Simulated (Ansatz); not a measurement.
A plane-wave DFT run in Ansatz 0.2.0 (scalar-relativistic PAW potentials unless the input names others): input and command.

```yaml
crystal:
  lattice:
    - [0.0, 2.61105, 2.573025]
    - [2.61105, 0.0, 2.573025]
    - [2.61105, 2.61105, 0.0]
  atoms:
    - { symbol: Zr, position: [0.0, 0.0, 0.0] }
    - { symbol: O, position: [0.25, 0.25, 0.25] }
    - { symbol: O, position: [0.75, 0.75, 0.75] }
basis:
  ecutwfc: 420
kpoints:
  mp_grid: { grid: [8, 8, 8] }
hamiltonian:
  xc: pbe
  hubbard: { sites: [{ species: Zr, l: d, u_eff: 8.0 }], double_counting: fll }
scf:
  occupations: { method: gaussian, width: 0.05 }
output:
  forces: true
  eigenvalues: true
  stress: true
```

```bash
ansatz run input.yaml --threads 1 --pin off --max-ram 2560MiB --backend cpu --events-out ev --progress --plain --runs-dir out
```

Abridged log:
```
Zr: projections on atomic orbitals take those of the free atom [Ar 3d10] 4s2 4p6 4d2 5s2, of charge +0.00 (hamiltonian.pseudopotentials.projection_atoms); the dataset's partial waves leave at most 4.4e-6 of an orbital's norm unspanned inside its sphere
O: projections on atomic orbitals take those of the free atom [He] 2s2 2p4, of charge +0.00 (hamiltonian.pseudopotentials.projection_atoms); the dataset's partial waves leave at most 1.9e-8 of an orbital's norm unspanned inside its sphere
Pseudopotentials: kind: paw
Pseudopotential: Zr, paw, valence charge 12, recommended cutoff 420 eV (normal)
Pseudopotential: O, paw, valence charge 6, recommended cutoff 420 eV (normal)
Functional definition: PBE
Crystal: 3 atoms, lattice volume = 35.084 Å³
Basis set: ecut = 420 eV, 693 PW (Γ), exchange–correlation on 50×50×50 points (8 copies of the dense FFT grid, shifted against one another)
Bands: 16, of which v1, the nominal top of the filled ones, is band 12 counted from 1 (11 counted from 0)
Symmetry: 16 space group operations
Space group: I4/mmm (ITA 139), of the structure as read, at distance tolerance 3.3e-5 Å
k-points: 59 of 512
Initial density: superposition of atomic densities (chi_scale 0.1, normalization cell, long waves kept (reshape's long-wave potential 0.00 eV rms))
Initial wavefunctions: pseudopotential atomic-orbital guess
Functional: x = pbe(κ = 0.804, μ = 0.21951497), c = pbe(β = 0.06672455)
SCF iter   1: F=—  HF=-5318.172340 eV  |F-HF|=—  |Δ(HF+E_count)|=         —  Δρ=8.71e-2  dr2=3.08e0  ethr=3.10e-3  ⟨swp⟩=5.6  Hψ=4200  notcnv=0
SCF iter   2: F=—  HF=-5317.909246 eV  |F-HF|=—  |Δ(HF+E_count)|=   2.63e-1  Δρ=7.47e-2  dr2=1.13e0  ethr=3.10e-3  ⟨swp⟩=2.5  Hψ=2153  notcnv=0
SCF iter   3: F=—  HF=-5317.706078 eV  |F-HF|=—  |Δ(HF+E_count)|=   2.03e-1  Δρ=2.06e-2  dr2=1.03e-1  ethr=3.10e-3  ⟨swp⟩=2.1  Hψ=1677  notcnv=0
SCF iter   4: F=—  HF=-5317.764564 eV  |F-HF|=—  |Δ(HF+E_count)|=   5.85e-2  Δρ=3.02e-3  dr2=2.51e-3  ethr=4.29e-4  ⟨swp⟩=2.2  Hψ=1640  notcnv=0
SCF iter   5: F=—  HF=-5317.767177 eV  |F-HF|=—  |Δ(HF+E_count)|=   2.61e-3  Δρ=9.41e-4  dr2=3.00e-4  ethr=1.05e-5  ⟨swp⟩=2.9  Hψ=1790  notcnv=0
SCF iter   6: F=—  HF=-5317.767319 eV  |F-HF|=—  |Δ(HF+E_count)|=   1.42e-4  Δρ=2.83e-4  dr2=3.70e-5  ethr=1.25e-6  ⟨swp⟩=2.3  Hψ=1673  notcnv=0
SCF iter   7: F=—  HF=-5317.767308 eV  |F-HF|=—  |Δ(HF+E_count)|=   1.06e-5  Δρ=4.95e-5  dr2=1.07e-6  ethr=1.54e-7  ⟨swp⟩=2.2  Hψ=1298  notcnv=0
SCF iter   8: F=-5317.767308 eV  HF=-5317.767308 eV  |F-HF|=1.68e-9  |Δ(HF+E_count)|=   2.99e-7  Δρ=3.57e-6  dr2=4.22e-9  ethr=4.17e-10  ⟨swp⟩=6.1  Hψ=4570  notcnv=0
SCF 1 converged in 8 iterations: F = -5317.767308 eV  dr2 = 4.22e-9
SCF converged after 8 iterations
Free energy (F): -5317.767308 eV
Harris-Foulkes:  -5317.767308 eV  (|F-HF|=1.68e-9)
Internal energy: -5317.767308 eV  (E = F + TS)
E sigma→0 (E₀):  -5317.767308 eV
Fermi energy:    14.530452 eV
--- Forces (eV/Å), atoms counted from 1 ---
  atom   1  Zr     0.00000000     0.00000000     0.00000000
  atom   2  O      0.00000000     0.00000000     0.00000000
  atom   3  O      0.00000000     0.00000000     0.00000000
--- Stress (GPa, compression-positive) ---
       -1.736376       0.000000       0.000000
        0.000000      -1.736376       0.000000
        0.000000       0.000000       4.247701
  P = ⅓ Tr σ = 0.2583 GPa (2.583 kbar)
Occupation matrices written to <dir>
```

Apart from outputs and empty bands, the input differs from a reference run on usual settings in hamiltonian.hubbard: not typed → {"sites": [{"species": "Zr", "l": "d", "u_eff": 8.0}], "double_counting": "fll"}. The reference, at the same geometry (not necessarily relaxed), gave pressure -10.05 GPa, largest force 0.000 eV/Å, gap on the mesh 3.02 eV. This run converged in 8 SCF iterations (reference: 6) with an energy at zero smearing 2.0 eV/atom above the reference's (the Hamiltonian itself differs), pressure 0.26 GPa, largest force 0.000 eV/Å, gap on the mesh 5.06 eV.

It took 4.3 s on 1 thread of Intel(R) Xeon(R) Processor @ 2.70GHz, on a shared host, peak memory 0.36 GiB.